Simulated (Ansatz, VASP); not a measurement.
**Two plane-wave programs on Cl**

Contents of INCAR:

```
SYSTEM = Cl
PREC = Accurate ; ENCUT = 520
EDIFF = 1E-7 ; ISMEAR = -1
SIGMA = 0.05 ; LREAL = .False.
LASPH = .True. ; NELM = 100
ALGO = Normal ; ISIF = 2
LWAVE = .False. ; LCHARG = .False.
GGA = PS ; NBANDS = 22
```

Contents of KPOINTS:

```
Automatic mesh
0
Gamma
  7 7 4
  0 0 0
```

File POSCAR:

```
Cl
1.0
    3.1450000000     -2.2500000000      0.0000000000
    3.1450000000      2.2500000000      0.0000000000
    0.0000000000      0.0000000000      8.2100000000
Cl
4
Direct
    0.3867810000      0.6288770000      0.4001610000
    0.1213460000      0.8816780000      0.9015930000
    0.6267500000      0.3675920000      0.6013490000
    0.8681940000      0.1352900000      0.0985940000
```

Contents of input.yaml:

```yaml
crystal:
  lattice:
    - [3.145, -2.25, 0.0]
    - [3.145, 2.25, 0.0]
    - [0.0, 0.0, 8.21]
  atoms:
    - { symbol: Cl, position: [0.386781, 0.628877, 0.400161] }
    - { symbol: Cl, position: [0.121346, 0.881678, 0.901593] }
    - { symbol: Cl, position: [0.62675, 0.367592, 0.601349] }
    - { symbol: Cl, position: [0.868194, 0.13529, 0.098594] }
hamiltonian:
  xc: pbesol
  pseudopotentials: { kind: paw }
kpoints:
  mp_grid: { grid: [7, 7, 4] }
scf:
  occupations: { method: fermi_dirac, width: 0.05 }
output:
  forces: true
  stress: true
  eigenvalues: true
  write_density: true
  write_potential: true
  elf: true
  volumetric_format: npy
```

Change from the starting cell: atoms moved at random, drawn with an rms of 0.05 Å.

Alike in both runs: task single point; functional PBEsol; k mesh 7 × 7 × 4; occupations fermi-dirac, width 0.05 eV; no spin polarisation.

```csv
,VASP,Ansatz
version,VASP 6.6.1,Ansatz 0.2.0
potentials or method,"VASP PAW PBE potentials, release 64 (Cl)",Ansatz PAW
plane-wave cutoff (eV),520,420
valence electrons in the cell,28,28
```

Ansatz gave:

```
gap on the k mesh at the Fermi level (eV)       : 2.56
least direct gap on the mesh (eV)               : 2.60
pressure (GPa)                                  : 0.1
largest component of the traceless stress (GPa) : 0.55
rms of the force components (eV/Å)              : 0.227
```

Task: What did VASP give for the same quantities?

Result: gap on the k mesh at the Fermi level (eV): 2.61; least direct gap on the mesh (eV): 2.65; pressure (GPa): -0.3; largest component of the traceless stress (GPa): 0.53; rms of the force components (eV/Å): 0.153.

Atom by atom the forces differ by 0.099 eV/Å (rms over components).

Caveats: the PAW data sets were made with another functional, which shifts forces and pressure a little (VASP); an odd mesh through Γ misses points on the zone boundary, where band edges often lie (VASP); odd divisions of the mesh miss points on the zone boundary, where band edges often lie, so the gap on the mesh can be too wide (Ansatz); the PAW data sets come from PBE, with cores solved anew for the run's functional, which leaves a small shift of forces and pressure (Ansatz).
